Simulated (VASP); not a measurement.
Write the native input for VASP 6.6.1 that does the following.

| Property | Result |
| --- | --- |
| Task | relaxation of cell and atoms |
| Functional | optB86b-vdW |
| Potentials or basis | VASP PAW PBE potentials, release 64 (Ti_sv, O) |
| Cutoff | 600 eV |
| k mesh | 10 × 10 × 8 |
| Occupations | fermi-dirac, width 0.05 eV |
| Spin | no spin polarisation |
| Further INCAR settings | ALGO = Normal; EDIFF = 1e-06; IBRION = 2; EDIFFG = -0.02; NSW = 60; ISIF = 3 |

The structure of TiO lies in POSCAR:

```
TiO
1.0
    3.0310000000      0.0000000000      0.0000000000
   -1.5155000000      2.6249229989      0.0000000000
    0.0000000000      0.0000000000      3.2377000000
Ti O
1 1
Direct
    0.6666666667      0.3333333333      0.0000000000
    0.0000000000      0.0000000000      0.5000000000
```

The input as run:

INCAR

```
AGGAC    = 0.0          
ALGO     = Normal         # electronic algorithm
EDIFF    = 1E-6           # SCF threshold, eV
EDIFFG   = -0.02          # ionic threshold
ENCUT    = 600            # plane-wave cutoff, eV
GGA      = MK             # functional
IBRION   = 2              # ionic algorithm
ISIF     = 3              # what is computed and relaxed
ISMEAR   = -1             # smearing method
LASPH    = T              # aspherical terms in the spheres
LCHARG   = F              # write CHGCAR
LREAL    = F              # projectors in reciprocal space
LUSE_VDW = T            
LWAVE    = F              # write WAVECAR
NELM     = 80             # most SCF steps
NSW      = 60             # ionic steps
PARAM1   = 0.1234       
PARAM2   = 1.0          
PREC     = Accurate       # precision mode
SIGMA    = 0.05           # smearing width, eV
```

KPOINTS

```
k-points
0
Gamma
  10 10 8
```

Potentials or basis: VASP PAW PBE potentials, release 64 (Ti_sv, O).

The run is started by

```console
$ cat potpaw_PBE.64/Ti_sv/POTCAR potpaw_PBE.64/O/POTCAR > POTCAR
$ mpirun -np 1 vasp_std > vasp.out
```

It gave:

The relaxed volume is 9.60 Å³/atom, the relaxed cell is a = 2.806 Å, b = 2.806 Å, c = 2.817 Å, α = 90.00°, β = 90.00°, γ = 120.00° and the space group after relaxing (to 0.05 Å) is P-6m2 (No. 187). The energy gained by relaxing is 548.6 meV/atom and the ionic steps are 9. The pressure after relaxing is 0.0 GPa. The band gap on the k mesh is none (metal or under the smearing width).

Caveat: the volume moved by over 15 % at a fixed basis, so the end points are rough; the PAW data sets were made with another functional, which shifts forces and pressure a little; the volume moved by -25 % from the deposited cell, more than functionals usually miss; semilocal functionals often make such compounds metallic where correlation or magnetic order opens a gap, which also shifts bond lengths.

Run time: 3.5 min on 1 thread of Intel(R) Xeon(R) 6975P-C (Granite Rapids), on a shared host, peak memory 0.31 GiB.
